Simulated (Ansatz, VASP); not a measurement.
# ZrS in VASP and in Ansatz

The input INCAR:

```
SYSTEM = ZrS
PREC = Accurate
ENCUT = 520
EDIFF = 1E-6
ISMEAR = 0
SIGMA = 0.15
LREAL = .False.
LASPH = .True.
NELM = 100
ALGO = Normal
ISIF = 2
LWAVE = .False.
LCHARG = .False.
GGA = PS
NBANDS = 16
```

The input KPOINTS:

```
regular mesh
0
Gamma
  20 20 20
  0 0 0
```

Contents of POSCAR:

```
ZrS
1.0
    0.1694497430      2.5830753500      2.5830753500
    2.5830753500      0.1694497430      2.5830753500
    2.7525250930      2.7525250930      0.0000000000
Zr S
1 1
Direct
    0.0000000000      0.0000000000      0.0000000000
    0.5000000000      0.5000000000      0.5000000000
```

Input for Ansatz:

```yaml
crystal:
  lattice:
    - [0.169449743, 2.58307535, 2.58307535]
    - [2.58307535, 0.169449743, 2.58307535]
    - [2.752525093, 2.752525093, 0.0]
  atoms:
    - { symbol: Zr, position: [0.0, 0.0, 0.0] }
    - { symbol: S, position: [0.5, 0.5, 0.5] }
basis:
  ecutwfc: 420
kpoints:
  mp_grid: { grid: [20, 20, 20] }
hamiltonian:
  xc: pbesol
scf:
  occupations: { method: gaussian, width: 0.15 }
output:
  forces: true
  stress: true
  eigenvalues: true
```

Change from the starting cell: strain +0.1312 x Voigt [0, 0, 0, 0, 0, 1], atoms carried along.

Alike in both runs: task single point; functional PBEsol; k mesh 20 × 20 × 20; occupations gaussian, width 0.15 eV; no spin polarisation.

```csv
,VASP,Ansatz
version,VASP 6.6.1,Ansatz 0.2.0
potentials or method,"VASP PAW PBE potentials, release 64 (Zr_sv, S)","scalar-relativistic, plane waves, PAW"
plane-wave cutoff (eV),520,420
valence electrons in the cell,18,18
```

Ansatz gave:

* gap on the k mesh at the Fermi level (eV): none
* pressure (GPa): 0.8
* largest component of the traceless stress (GPa): 3.28

Estimate VASP's values.

gap on the k mesh at the Fermi level (eV): none; pressure (GPa): 1.0; largest component of the traceless stress (GPa): 3.20.

A gap of «none» marks a metal or a gap that the smearing closes.

Caveats: the PAW data sets were made with another functional, which shifts forces and pressure a little (VASP).
